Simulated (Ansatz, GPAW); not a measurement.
## BN in line between two Al chains: relaxation, then transmission at several levels

Aim: the conductance of BN in line between two Al chains after relaxation, and whether geometry, basis or functional moves it most.

Program: GPAW 26.7.0 and Ansatz 0.2.0. Level of theory: Ansatz plane waves; relaxation of the junction with the lead ends held, in the first sound run; inputs show where later runs differ. Results are calculated unless marked as measured.

This is a report of a sequence of runs, with most program output left out.

### Step 1. The structure

The cell holds 16 atoms: 14 Al, 1 B and 1 N. Its edges and angles: a = 9.000 Å, b = 9.000 Å, c = 36.148 Å, α = 90.0°, β = 90.0°, γ = 90.0°. Regions: left lead, 7 atoms (7 Al); channel, 2 atoms (1 B and 1 N); right lead, 7 atoms (7 Al). Vacuum lies along a and b. The structure is stacked along c, and the current runs across the ab planes.

### Step 2. Relaxation

Transmission follows bond lengths closely, so the atoms between the held lead ends are relaxed first, from a slightly shaken start that lets symmetry break.

Input file input.yaml:

```yaml
crystal:
  lattice:
    - [9.0, 0.0, 0.0]
    - [0.0, 9.0, 0.0]
    - [0.0, 0.0, 36.1476]
  atoms:
    - { symbol: Al, position: [0.5, 0.5, 0.0331972247] }
    - { symbol: Al, position: [0.5, 0.5, 0.0995916741] }
    - { symbol: Al, position: [0.5, 0.5, 0.1659861236] }
    - { symbol: Al, position: [0.5, 0.5, 0.232380573] }
    - { symbol: Al, position: [0.5, 0.5, 0.2987750224] }
    - { symbol: Al, position: [0.4980175877, 0.5021026116, 0.3660320636] }
    - { symbol: Al, position: [0.5034364058, 0.506059487, 0.4312442408] }
    - { symbol: B, position: [0.501813924, 0.4987792611, 0.4839478844] }
    - { symbol: "N", position: [0.4976538029, 0.5004538745, 0.5197812513] }
    - { symbol: Al, position: [0.4993617633, 0.5037341669, 0.5689095141] }
    - { symbol: Al, position: [0.5019078122, 0.5011504081, 0.6346850614] }
    - { symbol: Al, position: [0.5, 0.5, 0.7012249776] }
    - { symbol: Al, position: [0.5, 0.5, 0.767619427] }
    - { symbol: Al, position: [0.5, 0.5, 0.8340138764] }
    - { symbol: Al, position: [0.5, 0.5, 0.9004083259] }
    - { symbol: Al, position: [0.5, 0.5, 0.9668027753] }
kpoints:
  mp_grid: { grid: [1, 1, 2] }
hamiltonian:
  xc: pbe
scf:
  occupations: { method: fermi_dirac, width: 0.1 }
relax:
  f_tol: 0.03
  max_steps: 80
  constraints: [{ sites: [0, 1, 2, 3, 4, 11, 12, 13, 14, 15] }]
```

On the command line:

```bash
> ansatz run input.yaml --threads 4 --pin off --max-ram 8192MiB --backend cpu --events-out ev --progress --plain --runs-dir out
```

It took 58 s on 4 threads of Arm Neoverse V1, shared host; peak memory 2.2 GiB.

The steps of the relaxation:

```
step  energy less that of the first step (eV)  largest force component (eV/Å)
   1                                   0.0000                          2.6885
   2                                  -0.1265                          1.0564
   3                                  -0.1567                          0.0586
   4                                  -0.1922                          0.1374
   5                                  -0.2858                          0.2715
   6                                  -0.4219                          0.3173
   7                                  -0.5346                          0.3171
   8                                  -0.6424                          0.1877
   9                                  -0.6887                          0.0727
  10                                  -0.6951                          0.0355
  11                                  -0.6956                          0.0049
  12                                  -0.6958                          0.0188
```

The atoms that moved most (Å):

```
atom      dx      dy      dz  length
Al11   0.741  -1.046   0.095   1.286
 Al6  -0.547  -0.786  -0.037   0.958
 Al7   0.186   0.104  -0.125   0.247
  N9   0.057  -0.183   0.090   0.212
  B8   0.001  -0.137   0.097   0.168
Al10  -0.087  -0.026   0.090   0.128
```

Numbers from this step:

```
free energy         : -8038.9839 eV
smearing term TS    : 0.6331 eV
symmetry operations : 1
```

The relaxation lowered the energy of the cell by 0.696 eV.

### Step 3. Plane-wave reference (PBE)

A plane-wave run comes first: its basis does not favour the atoms, so it serves as the reference for the orbital bases.

This step: Ansatz plane waves; Landauer transmission by layers, zero bias (Ansatz 0.2.0).

Input file input.yaml:

```yaml
crystal:
  lattice:
    - [9.0, 0.0, 0.0]
    - [0.0, 9.0, 0.0]
    - [0.0, 0.0, 36.1476]
  atoms:
    - { symbol: Al, position: [0.5, 0.5, 0.0331972247] }
    - { symbol: Al, position: [0.5, 0.5, 0.0995916741] }
    - { symbol: Al, position: [0.5, 0.5, 0.1659861236] }
    - { symbol: Al, position: [0.5, 0.5, 0.232380573] }
    - { symbol: Al, position: [0.5, 0.5, 0.2987750224] }
    - { symbol: Al, position: [0.4372293719, 0.4147810188, 0.3650205867] }
    - { symbol: Al, position: [0.5241448517, 0.5175906575, 0.4277772863] }
    - { symbol: B, position: [0.5019075831, 0.4835736154, 0.4866226761] }
    - { symbol: "N", position: [0.5040091772, 0.4800939481, 0.5222752501] }
    - { symbol: Al, position: [0.4896732447, 0.5008827744, 0.5714058481] }
    - { symbol: Al, position: [0.5842914701, 0.3849354889, 0.6373204465] }
    - { symbol: Al, position: [0.5, 0.5, 0.7012249776] }
    - { symbol: Al, position: [0.5, 0.5, 0.767619427] }
    - { symbol: Al, position: [0.5, 0.5, 0.8340138764] }
    - { symbol: Al, position: [0.5, 0.5, 0.9004083259] }
    - { symbol: Al, position: [0.5, 0.5, 0.9668027753] }
kpoints:
  mp_grid: { grid: [1, 1, 2] }
hamiltonian:
  xc: pbe
scf:
  occupations: { method: fermi_dirac, width: 0.1 }
output:
  transmission:
    leads: [[0, 1]]
    e_range: [-2, 2]
    de: 0.025
    kmesh: [1, 1]
    reduced_basis: true
  write_potential: true
  write_density: true
  volumetric_format: npy
  elf: true
```

It took 44 s on 4 threads; peak memory 2.2 GiB; 2.6 min of CPU time.

This step gave:

* free energy: -8038.9838 eV
* lead level: 0 eV from the Fermi level
* transmission at the Fermi level (one spin): 0.1307
* open channels of the lead at the Fermi level (one spin): 2
* step of the potential along the lead: 2.3 meV
* offset of the lead: 0 Å
* filling of the lead less its bulk value, in size: 14.7 meV
* conductance: 0.1322 G₀

One spin. The transmission, zone mean by energy, zero at the Fermi level:

```
energy (eV)  transmission, zone mean
     -2.000                    0.225
     -1.800                    0.242
     -1.600                    0.175
     -1.400                   0.0563
     -1.200                        0
     -1.000                        0
     -0.800                        0
     -0.600                        0
     -0.400                        0
     -0.200                   0.0465
      0.000                    0.131
      0.200                    0.264
      0.400                    0.396
      0.600                    0.562
      0.800                    0.807
      1.000                    1.000
      1.200                     1.07
      1.400                     1.20
      1.575                     1.26
      1.600                     1.26
      1.800                     1.11
      2.000                    0.969
```

One spin. Table of open channels, zone mean by energy, zero at the Fermi level:

```
energy (eV)  open channels, zone mean
     -2.000                         1
     -1.900                         1
     -1.800                         1
     -1.700                         1
     -1.600                         1
     -1.500                         1
     -1.400                         1
     -1.300                         1
     -1.200                         0
     -1.100                         0
     -1.000                         0
     -0.900                         0
     -0.800                         0
     -0.700                         0
     -0.600                         0
     -0.500                         0
     -0.400                         0
     -0.300                         2
     -0.200                         2
     -0.100                         2
      0.000                         2
      0.100                         2
      0.200                         2
      0.300                         2
      0.400                         2
      0.500                         2
      0.600                         2
      0.700                         2
      0.800                         2
      0.900                         2
      1.000                         3
      1.100                         3
      1.200                         3
      1.300                         3
      1.400                         3
      1.500                         3
      1.600                         3
      1.700                         3
      1.800                         3
      1.900                         3
      2.000                         3
```

Crystal 0, spin -, k parallel (0, 0); distinct values, listed up to 1.5 1/Å. The Im kz of the slowest decaying states by energy, zero at the Fermi level:

```
energy (eV)  decay 1 (Å⁻¹)  decay 2 (Å⁻¹)  decay 3 (Å⁻¹)  decay 4 (Å⁻¹)
     -2.000          0.671          0.672           1.15           1.26
     -1.800          0.628          0.628           1.13           1.24
     -1.600          0.582          0.582           1.10           1.22
     -1.400          0.531          0.531           1.08           1.20
     -1.200         0.0368          0.475          0.475           1.05
     -1.000         0.0791          0.412          0.412           1.03
     -0.800         0.0999          0.337          0.337           1.00
     -0.600          0.112          0.239          0.239          0.978
     -0.400         0.0278         0.0320          0.119          0.951
     -0.200          0.121          0.923           1.06           1.14
      0.000          0.119          0.894           1.03           1.12
      0.200          0.112          0.864           1.01           1.09
      0.400          0.101          0.833          0.980           1.07
      0.600         0.0831          0.801          0.952           1.05
      0.800         0.0524          0.767          0.924           1.02
      1.000          0.732          0.895          0.994           1.08
      1.200          0.695          0.866          0.967           1.06
      1.400          0.656          0.835          0.939           1.03
      1.600          0.614          0.803          0.911           1.00
      1.800          0.569          0.769          0.882          0.977
      2.000          0.521          0.734          0.851          0.949
```

Crystal 0, spin -, k parallel (0, 0). The Re kz of states that move upwards by energy, zero at the Fermi level:

```
energy (eV)  channel 1 (Å⁻¹)  channel 2 (Å⁻¹)  channel 3 (Å⁻¹)
     -2.000             1.13                -                -
     -1.800             1.16                -                -
     -1.600             1.20                -                -
     -1.400             1.24                -                -
     -1.200                -                -                -
     -1.000                -                -                -
     -0.800                -                -                -
     -0.600                -                -                -
     -0.400                -                -                -
     -0.200            0.235            0.236                -
      0.000            0.334            0.334                -
      0.200            0.410            0.410                -
      0.400            0.473            0.474                -
      0.600            0.530            0.530                -
      0.800            0.580            0.580                -
      1.000            -1.26            0.627            0.627
      1.200            -1.22            0.670            0.671
      1.400            -1.19            0.711            0.711
      1.600            -1.16            0.750            0.750
      1.800            -1.13            0.786            0.787
      2.000            -1.11            0.822            0.822
```

The electrostatic potential energy of an electron (with the applied field's), less the Fermi level, planar mean oscillates, so the rows of the table below give means over windows of 2.38 Å about each position, cut where the curve ends. Its first 14 maxima inside the range that stand out by 2 % of the span (Å: eV): 2.4: 3.82, 4.8: 3.83, 7.1: 3.82, 9.5: 3.74, 12.0: 3.72, 14.3: 3.60, 16.8: 3.61, 18.3: 3.70, 19.5: 3.59, 21.9: 3.48, 24.2: 3.56, 26.6: 3.71, 29.0: 3.82, 31.4: 3.82. Its first 14 minima: 1.2: 3.03, 3.6: 3.03, 6.0: 3.03, 8.5: 3.00, 10.7: 2.94, 13.2: 2.99, 15.6: 2.75, 17.6: 2.89, 18.9: 3.14, 20.7: 2.64, 22.9: 2.85, 25.3: 2.87, 27.7: 3.00, 30.2: 3.03.

The electrostatic potential energy of an electron (with the applied field's), less the Fermi level, planar mean by z; means over each step:

```
z (Å)  electrostatic potential energy of an electron (with the applied field's), less the Fermi level, planar mean (eV)
 1.19                                                                                                              3.37
 3.57                                                                                                              3.36
 5.95                                                                                                              3.37
 8.33                                                                                                              3.34
10.71                                                                                                              3.27
13.09                                                                                                              3.28
15.47                                                                                                              3.11
17.85                                                                                                              3.31
20.23                                                                                                              3.03
22.61                                                                                                              3.12
24.99                                                                                                              3.17
27.37                                                                                                              3.31
29.75                                                                                                              3.37
32.13                                                                                                              3.36
34.51                                                                                                              3.37
```

The valence density, planar mean oscillates, so the rows of the table below give means over windows of 2.38 Å about each position, cut where the curve ends. Its maxima inside the range that stand out by 2 % of the span (Å: e/Å³): 2.4: 0.0176, 4.8: 0.0176, 7.1: 0.0177, 9.4: 0.0175, 11.8: 0.0171, 14.4: 0.0191, 17.1: 0.0218, 18.9: 0.0609, 21.6: 0.0172, 24.4: 0.0178, 26.8: 0.0176, 29.2: 0.0177, 31.5: 0.0176, 33.8: 0.0176. Its first 14 minima: 1.2: 0.0126, 3.6: 0.0126, 6.0: 0.0127, 8.3: 0.0128, 10.7: 0.0127, 13.1: 0.0139, 15.8: 0.0115, 17.6: 0.0194, 20.4: 0.0104, 22.9: 0.0143, 25.4: 0.0129, 27.8: 0.0129, 30.2: 0.0127, 32.6: 0.0126.

The valence density, planar mean by z; means over each step:

```
z (Å)  valence density, planar mean (e/Å³)
 1.19                               0.0154
 3.57                               0.0154
 5.95                               0.0155
 8.33                               0.0155
10.71                               0.0153
13.09                               0.0161
15.47                               0.0151
17.85                               0.0336
20.23                               0.0209
22.61                               0.0159
24.99                               0.0156
27.37                               0.0155
29.75                               0.0155
32.13                               0.0154
34.51                               0.0154
```

Electrostatic potential energy in the ca plane at fractional y = 0.500, with atoms of Al and B and N within 0.2 Å of it. With pseudopotentials it is smooth inside the atoms' cores, unlike the true potential.

Ten even steps from '0' (-21 eV) to '9' (1 eV), each cell a mean:
```
99999999999999999999999999999999999999999999
99999999999999999999999999999999999999999999
99999999999999999999999999999999999999999999
99999999999999999999999999999999999999999999
99999999999999999999999999999999999999999999
99999999999999999999999999999999999999999999
99999999999999999999999999999999999999988899
89999988999999999987788999999999988999877789
67888767789999999754468888999999877788765678
13677412478999998510026765687787533578754578
10364011158877787213205510020025100157765677
52152154137754576214304400000002044137877787
41253033047521256401016500010013044137888888
01575100267520257642257742465465100158999998
46788645688632368877788888899997533579999999
88999888898866678998899999999998877889999999
99999999999988889999999999999999988999999999
99999999999999999999999999999999999999999999
99999999999999999999999999999999999999999999
99999999999999999999999999999999999999999999
99999999999999999999999999999999999999999999
99999999999999999999999999999999999999999999
99999999999999999999999999999999999999999999
99999999999999999999999999999999999999999999
```
Columns run along c (16.0 Å, from fractional 0.24 to 0.68 of the cell; values clipped at the 3rd and 97th percentile), rows up along a (9.0 Å). Atoms in or near the plane, at fractional coordinates: Al at (0.30, 0.50), Al at (0.43, 0.52), B at (0.49, 0.50), N at (0.52, 0.50), Al at (0.57, 0.49).

ELF in the ca plane at fractional y = 0.500, with atoms of Al and B and N within 0.2 Å of it. It is the smooth field of the valence electrons, not physical close to the nuclei.

Ten even steps from '0' (0.00) to '9' (0.98), each cell a mean:
```
00000000000000000000000000000000000000000000
00000000000000000000000000000000000000000000
00000000000000000110000000000000000000000000
00000000000000011222100000000000000000111110
11111111111000013443210000000000000001223221
22222222332100135665310000000000000012334332
33443344553211246887531111111110001223445544
55665566765311258998643332233321113444455566
67777777887522368998656764455653236776554677
47898756898633479974368975577776326998654688
14899522699754589833259972587788403899754689
52899243499864689833169970485488322499744689
22899322599953589962179971586688222499743589
36999624899853589984369974687787315899732479
67888656888864578874347875566654358999621368
67776555677766677653113554334332369998511257
55554333455666665431001222112111268997410135
33332212233455554321000000000000147875200023
22221111112334433210000000000000125653100012
11110000001122221100000000000000013331000000
00000000000011111000000000000000001110000000
00000000000000000000000000000000000000000000
00000000000000000000000000000000000000000000
00000000000000000000000000000000000000000000
```
Columns run along c (16.0 Å, from fractional 0.24 to 0.68 of the cell), rows up along a (9.0 Å). Atoms in or near the plane, at fractional coordinates: Al at (0.30, 0.50), Al at (0.43, 0.52), B at (0.49, 0.50), N at (0.52, 0.50), Al at (0.57, 0.49).

Valence density in the ca plane at fractional y = 0.500, with atoms of Al and B and N within 0.2 Å of it. It is the smooth field of the valence electrons, not physical close to the nuclei.

Ten steps, logarithmic in the rise over the least value, from '0' (0.0 e/Å³) to '9' (3.3 e/Å³), each cell a mean:
```
00000000000000000000000000000000000000000000
00000000000000000000000000000000000000000000
00000000000000000000000000000000000000000000
00000000000000000000000000000000000000000000
00000000000000000000000000000000000000000000
00000000000000000000000000000000000110000000
00000000000011111000000000000001111111111100
11111100001122221111111111111111122222222111
33322211112233333333233333222222223333333322
33333322222343333444455665433333333333444333
43334433333443224566667898643344433334444334
32234443334443224566579999742234433333443223
42244443334444334566678998642234432223443224
43344443334444333445556776543344322122333334
33333333333333222233334444333333211111223333
22222233332222111111112222122222110001112222
11111122222111000000000000011111000000011111
00000111111000000000000000000000000000000000
00000000000000000000000000000000000000000000
00000000000000000000000000000000000000000000
00000000000000000000000000000000000000000000
00000000000000000000000000000000000000000000
00000000000000000000000000000000000000000000
00000000000000000000000000000000000000000000
```
Columns run along c (16.0 Å, from fractional 0.28 to 0.73 of the cell), rows up along a (9.0 Å). Atoms in or near the plane, at fractional coordinates: Al at (0.30, 0.50), Al at (0.43, 0.52), B at (0.49, 0.50), N at (0.52, 0.50), Al at (0.57, 0.49), Al at (0.70, 0.50).

The largest of the program's own error estimates on the conductance is 5.9 %. T at the Fermi level is 0.131 of 2 open channels a spin.

(Continued in part 2 of 3.)

[Logs are printed without paths, hosts, clocks, repeated set-up lines and the standing remarks that a program may print on its own settings, such as how far it seeks lower states.]

[Hosts, paths, dates, database ids (printed as entryN), source tags and the programs' standing remarks are cut or masked in the printed files.]
